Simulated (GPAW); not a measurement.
ZnSe (Stilleite):

```
Se Zn
1.0
     0.00000    2.83380    2.83380
     2.83380    0.00000    2.83380
     2.83380    2.83380    0.00000
Se Zn
1 1
Cartesian
  4.2507 4.2507 4.2507
  0.0000 0.0000 0.0000
```

Base run:

```yaml
Program: GPAW 26.7.0
Functional: r2SCAN
Potentials_or_basis: GPAW PAW data sets (gpaw-data 1.2.1)
Cutoff: 600 eV
Basis: pw
k_mesh: 8 × 8 × 8
Occupations: fermi-dirac, width 0.05 eV
Spin: no spin polarisation
```

Its results: band gap on the k mesh 1.87 eV, direct.

Task: After a change of settings the same cell gave: band gap on the k mesh 3.16 eV, direct. Which change was it?
A. functional from r2SCAN to LDA; potentials or basis from GPAW PAW data sets (gpaw-data 1.2.1) to the program's PAW data sets (release 1.2.1) made for this functional
B. functional from r2SCAN to PBE0; cutoff from 600 eV to 450 eV; k mesh from 8 × 8 × 8 to 3 × 3 × 3
C. functional from r2SCAN to PBEsol; potentials or basis from GPAW PAW data sets (gpaw-data 1.2.1) to PAW data sets generated in the run's folder for this functional

Result: B.

Caveats: some runs use coarse meshes; exact exchange converges slowly with the k mesh, and this mesh is small (some runs).

Runs at the PBE level aren't shown here.
